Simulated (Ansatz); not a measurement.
Take Ti3SiC2 (space group P6_3/mmc, No. 194; a = 3.073 Å, c = 17.723 Å) as the base.

Calculations: Ansatz (a program for electronic structure) PBE, spin-orbit coupling left out.

For the base:

```
Quantity   Result
--------  -------
Pressure  0.0 GPa
```

Perturbation: an isotropic linear strain of +1.22 %; the atoms relax in the strained cell.

What does the calculation give for the pressure and energy relative to the base after the change?

The pressure (mean of the normal stresses, compression positive) goes from zero to -6.2 GPa; the energy rises by 8.9 meV/atom.

Whether these cells are dynamically stable was not tested. The final runs are not spin-polarised.
